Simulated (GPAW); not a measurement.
# BeTe (F-43m) in GPAW: a series of runs

One crystal, BeTe, is run at these levels: PBE, revTPSS; tasks: equation of state.

Program: GPAW 26.7.0. These are calculated values, not measurements. Logs are shortened: lines on timing, memory, paths and dates and some standing lists are left out, and cuts for length are marked. The log counts tension as positive stress, the text compression.

## (1) Starting point

It takes space group F-43m (No. 216, cubic). Conventional cell: a = 5.540 Å, b = 5.540 Å, c = 5.540 Å, α = 90.00°, β = 90.00°, γ = 90.00°. Te (site symmetry -43m) is surrounded by 4 Be at 2.40 Å. Around Be (site symmetry -43m) lie 4 Te at 2.40 Å.

## (2) Equation of state, PBE

The input, run.py:

```python
import spglib
from ase import Atoms
from ase.eos import EquationOfState
from ase.io import Trajectory, read
from ase.units import GPa
from gpaw import GPAW, PW

atoms = read('BeTe.cif')
cell, positions, numbers = spglib.find_primitive(
    (atoms.cell[:], atoms.get_scaled_positions(), atoms.numbers), symprec=1e-4)
atoms = Atoms(numbers, cell=cell, scaled_positions=positions, pbc=True)

traj = Trajectory('eos.traj', 'w')
volumes, energies = [], []
for x in [0.94, 0.96, 0.98, 1.0, 1.02, 1.04, 1.06]:
    a = atoms.copy()
    a.set_cell(atoms.cell * x**(1 / 3), scale_atoms=True)
    calc = GPAW(mode=PW(800),
                xc='PBE',
                kpts={'size': (8, 8, 8), 'gamma': True},
                occupations={'name': 'fermi-dirac', 'width': 0.05},
                nbands=11,
                convergence={'density': 1e-05, 'energy': 1e-05},
                maxiter=150,
                txt=f'eos-{x:.2f}.txt')
    a.calc = calc
    energies.append(a.get_potential_energy(force_consistent=True))
    volumes.append(a.get_volume())
    p = -a.get_stress()[:3].mean() / GPa
    calc.write(f'eos-{x:.2f}.gpw')
    traj.write(a)
    print(f'{x:.2f} {volumes[-1]:10.4f} A^3 {energies[-1]:14.6f} eV {p:9.3f} GPa', flush=True)

v0, e0, B = EquationOfState(volumes, energies, eos='birchmurnaghan').fit()
print(f'V0 = {v0:.4f} A^3, E0 = {e0:.6f} eV, B0 = {B / GPa:.2f} GPa')
```

The input, BeTe.cif:

```cif
data_BeTe
_cell_length_a 5.54000000
_cell_length_b 5.54000000
_cell_length_c 5.54000000
_cell_angle_alpha 90.00000000
_cell_angle_beta 90.00000000
_cell_angle_gamma 90.00000000
_space_group_name_H-M_alt 'F-43m'
_space_group_name_Hall 'F -4 2 3'
_space_group_IT_number 216
loop_
_space_group_symop_operation_xyz
'x,y,z'
'y,-x,-z'
'-x,-y,z'
'-y,x,-z'
'x,-y,-z'
'y,x,z'
'-x,y,-z'
'-y,-x,z'
'z,x,y'
'-z,y,-x'
'z,-x,-y'
'-z,-y,x'
'-z,x,-y'
'z,y,x'
'-z,-x,y'
'z,-y,-x'
'y,z,x'
'-x,-z,y'
'-y,z,-x'
'x,-z,-y'
'-y,-z,x'
'x,z,y'
'y,-z,-x'
'-x,z,-y'
'x,y+1/2,z+1/2'
'y,-x+1/2,-z+1/2'
'-x,-y+1/2,z+1/2'
'-y,x+1/2,-z+1/2'
'x,-y+1/2,-z+1/2'
'y,x+1/2,z+1/2'
'-x,y+1/2,-z+1/2'
'-y,-x+1/2,z+1/2'
'z,x+1/2,y+1/2'
'-z,y+1/2,-x+1/2'
'z,-x+1/2,-y+1/2'
'-z,-y+1/2,x+1/2'
'-z,x+1/2,-y+1/2'
'z,y+1/2,x+1/2'
'-z,-x+1/2,y+1/2'
'z,-y+1/2,-x+1/2'
'y,z+1/2,x+1/2'
'-x,-z+1/2,y+1/2'
'-y,z+1/2,-x+1/2'
'x,-z+1/2,-y+1/2'
'-y,-z+1/2,x+1/2'
'x,z+1/2,y+1/2'
'y,-z+1/2,-x+1/2'
'-x,z+1/2,-y+1/2'
'x+1/2,y,z+1/2'
'y+1/2,-x,-z+1/2'
'-x+1/2,-y,z+1/2'
'-y+1/2,x,-z+1/2'
'x+1/2,-y,-z+1/2'
'y+1/2,x,z+1/2'
'-x+1/2,y,-z+1/2'
'-y+1/2,-x,z+1/2'
'z+1/2,x,y+1/2'
'-z+1/2,y,-x+1/2'
'z+1/2,-x,-y+1/2'
'-z+1/2,-y,x+1/2'
'-z+1/2,x,-y+1/2'
'z+1/2,y,x+1/2'
'-z+1/2,-x,y+1/2'
'z+1/2,-y,-x+1/2'
'y+1/2,z,x+1/2'
'-x+1/2,-z,y+1/2'
'-y+1/2,z,-x+1/2'
'x+1/2,-z,-y+1/2'
'-y+1/2,-z,x+1/2'
'x+1/2,z,y+1/2'
'y+1/2,-z,-x+1/2'
'-x+1/2,z,-y+1/2'
'x+1/2,y+1/2,z'
'y+1/2,-x+1/2,-z'
'-x+1/2,-y+1/2,z'
'-y+1/2,x+1/2,-z'
'x+1/2,-y+1/2,-z'
'y+1/2,x+1/2,z'
'-x+1/2,y+1/2,-z'
'-y+1/2,-x+1/2,z'
'z+1/2,x+1/2,y'
'-z+1/2,y+1/2,-x'
'z+1/2,-x+1/2,-y'
'-z+1/2,-y+1/2,x'
'-z+1/2,x+1/2,-y'
'z+1/2,y+1/2,x'
'-z+1/2,-x+1/2,y'
'z+1/2,-y+1/2,-x'
'y+1/2,z+1/2,x'
'-x+1/2,-z+1/2,y'
'-y+1/2,z+1/2,-x'
'x+1/2,-z+1/2,-y'
'-y+1/2,-z+1/2,x'
'x+1/2,z+1/2,y'
'y+1/2,-z+1/2,-x'
'-x+1/2,z+1/2,-y'
loop_
_atom_site_label
_atom_site_type_symbol
_atom_site_symmetry_multiplicity
_atom_site_Wyckoff_symbol
_atom_site_fract_x
_atom_site_fract_y
_atom_site_fract_z
_atom_site_occupancy
Te1 Te 4 c 0.2500000000 0.2500000000 0.2500000000 1
Be1 Be 4 a 0.0000000000 0.0000000000 0.0000000000 1
```

Potentials or basis: GPAW PAW data sets (gpaw-data 1.2.1), pw.

Started as:

```console
> OMP_NUM_THREADS=1 python run.py
```

Output:

```text
__  _  _
 | _ |_)|_||  |
 |__||  | ||/\| - 26.7.0

Input parameters:
  mode=PW(ecut=800.0),
  convergence={'density': 1e-05, 'energy': 1e-05},
  kpts=MonkhorstPack(size=(8, 8, 8), gamma=True),
  maxiter=150,
  nbands=11,
  occupations=Occupations(name='fermi-dirac', width=0.05),
  xc=XC(name='PBE')

Diagonalizing LCAO Hamiltonian
Converting LCAO to pw mode

           Te

       Be

Atoms  # Å, Bohr magnetons
|   | symbol |        x |        y |        z |    initial magnetic moments |
|---|--------|----------|----------|----------|-----------------------------|
| 0 |     Te | 1.356727 | 1.356727 | 1.356727 | ( 0.0000,  0.0000,  0.0000) |
| 1 |     Be | 0.000000 | 0.000000 | 0.000000 | ( 0.0000,  0.0000,  0.0000) |

Unit cell  # Å
| periodic |        x |        y |        z |  lengths |    angles |
|----------|----------|----------|----------|----------|-----------|
|      yes | 0.000000 | 2.713454 | 2.713454 | 3.837403 | 60.000000 |
|      yes | 2.713454 | 0.000000 | 2.713454 | 3.837403 | 60.000000 |
|      yes | 2.713454 | 2.713454 | 0.000000 | 3.837403 | 60.000000 |

Number of symmetries: 24
Symmetry operations  # r_c * U_cc + t_c -> r_c
|    | kind |            matrix            |
|----|------|------------------------------|
|  0 |  E   |  1, 0, 0,  0, 1, 0,  0, 0, 1 |
|  1 |  σ   |  1, 0, 0,  0, 0, 1,  0, 1, 0 |
|  2 |  σ   |  1, 0,-1,  0, 1,-1,  0, 0,-1 |
|  3 |  C3  |  1, 0,-1,  0, 0,-1,  0, 1,-1 |
|  4 |  C3  |  1,-1, 0,  0,-1, 1,  0,-1, 0 |
|  5 |  σ   |  1,-1, 0,  0,-1, 0,  0,-1, 1 |
|  6 |  σ   |  0, 1, 0,  1, 0, 0,  0, 0, 1 |
|  7 |  C3  |  0, 1, 0,  0, 0, 1,  1, 0, 0 |
|  8 |  C2  |  0, 1,-1,  1, 0,-1,  0, 0,-1 |
|  9 |  S4  |  0, 1,-1,  0, 0,-1,  1, 0,-1 |
| 10 |  C3  |  0, 0, 1,  1, 0, 0,  0, 1, 0 |
| 11 |  σ   |  0, 0, 1,  0, 1, 0,  1, 0, 0 |
| 12 |  S4  |  0, 0,-1,  1, 0,-1,  0, 1,-1 |
| 13 |  C3  |  0, 0,-1,  0, 1,-1,  1, 0,-1 |
| 14 |  S4  |  0,-1, 1,  1,-1, 0,  0,-1, 0 |
| 15 |  C2  |  0,-1, 1,  0,-1, 0,  1,-1, 0 |
| 16 |  C3  |  0,-1, 0,  1,-1, 0,  0,-1, 1 |
| 17 |  S4  |  0,-1, 0,  0,-1, 1,  1,-1, 0 |
| 18 |  S4  | -1, 1, 0, -1, 0, 1, -1, 0, 0 |
| 19 |  C3  | -1, 1, 0, -1, 0, 0, -1, 0, 1 |
| 20 |  C3  | -1, 0, 1, -1, 1, 0, -1, 0, 0 |
| 21 |  S4  | -1, 0, 1, -1, 0, 0, -1, 1, 0 |
| 22 |  σ   | -1, 0, 0, -1, 1, 0, -1, 0, 1 |
| 23 |  C2  | -1, 0, 0, -1, 0, 1, -1, 1, 0 |

BZ-sampling:
  Number of BZ points: 512
  Number of IBZ points: 29

  Monkhorst-Pack size: [8, 8, 8]
  Monkhorst-Pack shift: [0.0625, 0.0625, 0.0625]

K-points  # in reciprocal-cell coordinates
|     |                                coordinates |     weight |
|-----|--------------------------------------------|------------|
|   0 | (  0.00000000,   0.00000000,   0.00000000) | 0.00195312 |
|   1 | (  0.12500000,   0.12500000,   0.00000000) | 0.01171875 |
|   2 | (  0.12500000,   0.12500000,   0.12500000) | 0.01562500 |
|   3 | (  0.25000000,   0.12500000,   0.12500000) | 0.02343750 |
|   4 | (  0.25000000,   0.25000000,   0.00000000) | 0.01171875 |
|   5 | (  0.25000000,   0.25000000,   0.12500000) | 0.04687500 |
|   6 | (  0.25000000,   0.25000000,   0.25000000) | 0.01562500 |
|   7 | (  0.37500000,   0.25000000,  -0.37500000) | 0.04687500 |
|   8 | (  0.37500000,   0.25000000,   0.12500000) | 0.04687500 |
|   9 | (  0.37500000,   0.25000000,   0.25000000) | 0.04687500 |
| ... |                                            |            |
|  28 | (  0.50000000,   0.50000000,   0.50000000) | 0.00781250 |

Plane wave coefficients: 2085
Cutoff: 800.0 eV

Spin-components: 1 (collinear spins)
Bands:           11
Projectors:      8
Spin-degeneracy: 2
Datatype:        complex128

Parallelization:
  kpt:    1
  domain: 1
  band:   1

Density:
  Valence electrons: 8.0
  Components: 1
  Grid points: [27 27 27]
  Charge: 0.0  # |e|

Potential:
  Grid points: [27 27 27]

species:
  Te:
    name:    Tellurium
    Z:       52.0
    valence: 6
    core:    46
    charge:  0.0  # [|e|]
    compensation charges:
      type: gauss
      rc: 0.36  # [Å]
      lmax: 2
    cutoffs:
      filter: 2.09  # [Å]
      core: 3.17  # [Å]
    projectors
    | kind |    occ | energy [eV] | rcut [Å] |
    |------|--------|-------------|----------|
    |   5s |  2.000 |     -15.089 |    1.180 |
    |   5p |  4.000 |      -5.955 |    1.196 |
    |    s |        |      12.123 |    1.180 |
    |    p |        |      21.256 |    1.196 |
    |    d |        |       0.000 |    1.238 |

    Using partial waves for Te as LCAO basis

  Be:
    name:    Beryllium
    Z:       4.0
    valence: 2
    core:    2
    charge:  0.0  # [|e|]
    compensation charges:
      type: gauss
      rc: 0.25  # [Å]
      lmax: 2
    cutoffs:
      filter: 1.42  # [Å]
      core: 1.77  # [Å]
    projectors
    | kind |    occ | energy [eV] | rcut [Å] |
    |------|--------|-------------|----------|
    |   2s |  2.000 |      -5.610 |    0.794 |
    |   2p |  0.000 |      -2.018 |    0.794 |
    |    s |        |      21.602 |    0.794 |

    Using partial waves for Be as LCAO basis

Reference energy: -185188.868407  # eV

eigensolver:
  PPCG
  Converge bands: occupied
  niter=2

density mixing:
  MSR1-Mixer
  Pratt-step length: 0.05
  Maximum mixing coefficient: 0.75
  Old densities: 10
  SVD Regularization: 0.005
  Good broyden scale: 1.0
  Trust region scale: 1.0
  Backstep threshold: 4.0
  History deletion threshold: 6.0
  Fourier metric: weight=20.0, sigma=0.015

occupation numbers:
  Fermi-Dirac:
    width: 0.0500  # eV

poisson solver:
  ecut: 6400.0  # eV

xc functional:
  name: PBE with 2 nearest neighbor stencil

convergence criteria:
- Maximum integral of absolute [dens]ity change: 1e-05 electrons / valence electron
- Maximum [total energy] change in last 3 cyles: 1e-05 eV / valence electron
- Maximum integral of absolute [eigenst]ate change: 4e-08 eV^2 / valence electron
maximum number of iterations: 150

SCF iterations
|iter     | |      energy | eigst |  dens |
|---------|-|-------------|-------|-------|
|iter:   1| |   -7.701119 | -0.12 |       |
|iter:   2| |   -7.670848 | -2.19 | -0.87 |
|iter:   3| |   -7.498112 | -2.12 | -0.91 |
|iter:   4| |   -7.497812 | -3.10 | -1.53 |
|iter:   5| |   -7.498520 | -4.23 | -2.05 |
|iter:   6| |   -7.498568 | -5.49 | -2.66 |
|iter:   7| |   -7.498568c| -7.10 | -3.78 |
|iter:   8| |   -7.498568c| -7.99c| -4.17 |
|iter:   9| |   -7.498568c| -8.66c| -5.28c|

Converged in 9 steps
Energy contributions relative to reference atoms: (reference = -185188.868407)

Energy contributions:
  Kinetic:          24.071970
  Coulomb:         -21.026835
  Zero:              0.121284
  External:          0.000000
  Xc:              -10.664987
  Entropy:          -0.000000
  Spinorbit:         0.000000
  ----------------------------
  Free energy:      -7.498568
  Extrapolated:     -7.498568

dipole moment: (-11.251653, -11.251653, -11.251653)  # |e|*Ang

Fermi level: 7.153
Eigenvalues  # (at kpt = [0.000, 0.000, 0.000])
| band index |      eig [eV] | occ [0-2] |
|------------|---------------|-----------|
|          0 |        -6.766 |     2.000 |
|          1 |         6.309 |     2.000 |
|          2 |         6.309 |     2.000 |
|          3 |         6.309 |     2.000 |
|          4 |         9.827 |     0.000 |
|          5 |         9.827 |     0.000 |
|          6 |         9.827 |     0.000 |
|          7 |        10.992 |     0.000 |
|          8 |        14.800 |     0.000 |
|          9 |        17.028 |     0.000 |
|         10 |        17.713 |     0.000 |

Gap: 1.686 eV
Transition (v -> c):
  (s=0, k=0, n=3, [0.00, 0.00, 0.00]) -> (s=0, k=24, n=4, [0.50, 0.50, 0.00])
Direct/indirect transitions are different
Direct gap: 3.518 eV
Transition at: (s=0, k=0, n=3, [0.00, 0.00, 0.00])

Stress tensor  # eV/Ang^3
|         x |         y |         z |
|-----------|-----------|-----------|
| -0.059607 | -0.000000 | -0.000000 |
| -0.000000 | -0.059607 |  0.000000 |
| -0.000000 |  0.000000 | -0.059607 |

# Writing to eos-0.94.gpw (mode='')
```

Wall time 1.7 min (1 thread of Arm Neoverse V1, shared host); peak memory 0.24 GiB.

What came out:

```
Equilibrium volume : 22.75 Å³/atom (rough: see the caveat)
Bulk modulus       : 57 GPa (rough)
```

Energy against volume, from the lowest point:
```tsv
volume (Å³/atom)	energy (meV/atom)
19.979	73.80
20.404	50.98
20.829	32.91
21.254	19.15
21.679	9.30
22.104	3.03
22.529	0.00
```

Caveat: the minimum lies outside the volumes run.

## (3) Equation of state, revTPSS

Changes to run.py since step 2:

```diff
@@ -1,5 +1,4 @@
-import spglib
-from ase import Atoms
 from ase.eos import EquationOfState
-from ase.io import Trajectory, read
+from ase.io import Trajectory
+from ase.spacegroup import crystal
 from ase.units import GPa
@@ -7,6 +6,10 @@
 
-atoms = read('BeTe.cif')
-cell, positions, numbers = spglib.find_primitive(
-    (atoms.cell[:], atoms.get_scaled_positions(), atoms.numbers), symprec=1e-4)
-atoms = Atoms(numbers, cell=cell, scaled_positions=positions, pbc=True)
+# Te 4c
+# Be 4a
+atoms = crystal(['Te', 'Be'],
+                basis=[[0.25, 0.25, 0.25],
+                       [0.0, 0.0, 0.0]],
+                spacegroup=216, setting=1,  # F-43m
+                cellpar=[5.54, 5.54, 5.54, 90.0, 90.0, 90.0],
+                primitive_cell=True)
 
@@ -18,3 +21,3 @@
     calc = GPAW(mode=PW(800),
-                xc='PBE',
+                xc='MGGA_X_REVTPSS+MGGA_C_REVTPSS',
                 kpts={'size': (8, 8, 8), 'gamma': True},
@@ -23,2 +26,3 @@
                 convergence={'density': 1e-05, 'energy': 1e-05},
+                eigensolver='davidson',
                 maxiter=150,
```

Potentials or basis: GPAW PAW data sets (gpaw-data 1.2.1), pw.

Started as:

```console
> OMP_NUM_THREADS=1 python run.py
```

Output:

```text
__  _  _
 | _ |_)|_||  |
 |__||  | ||/\| - 26.7.0

Input parameters:
  mode=PW(ecut=800.0),
  convergence={'density': 1e-05, 'energy': 1e-05},
  eigensolver=Davidson(niter=2),
  kpts=MonkhorstPack(size=(8, 8, 8), gamma=True),
  maxiter=150,
  nbands=11,
  occupations=Occupations(name='fermi-dirac', width=0.05),
  xc=XC(name='MGGA_X_REVTPSS+MGGA_C_REVTPSS')

Diagonalizing LCAO Hamiltonian
Converting LCAO to pw mode

           Te

       Be

Atoms  # Å, Bohr magnetons
|   | symbol |        x |        y |        z |    initial magnetic moments |
|---|--------|----------|----------|----------|-----------------------------|
| 0 |     Te | 1.356727 | 1.356727 | 1.356727 | ( 0.0000,  0.0000,  0.0000) |
| 1 |     Be | 0.000000 | 0.000000 | 0.000000 | ( 0.0000,  0.0000,  0.0000) |

Unit cell  # Å
| periodic |        x |        y |        z |  lengths |    angles |
|----------|----------|----------|----------|----------|-----------|
[... 180 lines left out ...]

Converged in 16 steps
Energy contributions relative to reference atoms: (reference = -185188.868407)

Energy contributions:
  Kinetic:          17.863136
  Coulomb:         -15.114999
  Zero:              0.059047
  External:          0.000000
  Xc:               11.978354
  Entropy:          -0.000000
  Spinorbit:         0.000000
  ----------------------------
  Free energy:      14.785538
  Extrapolated:     14.785538

dipole moment: (-11.274176, -11.274176, -11.274176)  # |e|*Ang

Fermi level: 7.074
Eigenvalues  # (at kpt = [0.000, 0.000, 0.000])
| band index |      eig [eV] | occ [0-2] |
|------------|---------------|-----------|
|          0 |        -6.988 |     2.000 |
|          1 |         6.244 |     2.000 |
|          2 |         6.244 |     2.000 |
|          3 |         6.244 |     2.000 |
|          4 |         9.959 |     0.000 |
|          5 |         9.959 |     0.000 |
|          6 |         9.959 |     0.000 |
|          7 |        11.171 |     0.000 |
|          8 |        14.695 |     0.000 |
|          9 |        17.193 |     0.000 |
|         10 |        17.580 |     0.000 |

Gap: 1.656 eV
Transition (v -> c):
  (s=0, k=0, n=3, [0.00, 0.00, 0.00]) -> (s=0, k=24, n=4, [0.50, 0.50, 0.00])
Direct/indirect transitions are different
Direct gap: 3.715 eV
Transition at: (s=0, k=0, n=3, [0.00, 0.00, 0.00])

Stress tensor  # eV/Ang^3
|         x |         y |         z |
|-----------|-----------|-----------|
| -0.055677 | -0.000000 | -0.000000 |
| -0.000000 | -0.055677 |  0.000000 |
| -0.000000 |  0.000000 | -0.055677 |

# Writing to eos-0.94.gpw (mode='')
```

It took 8.8 min on 1 thread of Arm Neoverse V1, shared host; peak memory 0.61 GiB.

What came out:

```yaml
Equilibrium_volume: "22.56 Å³/atom (rough: see the caveat)"
Bulk_modulus: 58 GPa (rough)
```

Energy against volume, from the lowest point:
```csv
volume (Å³/atom),energy (meV/atom)
19.979,65.06
20.404,43.87
20.829,27.34
21.254,15.05
21.679,6.62
22.104,1.71
22.529,0.00
```

Caveat: the minimum lies outside the volumes run; the PAW data sets were made with another functional, which shifts forces and pressure a little.
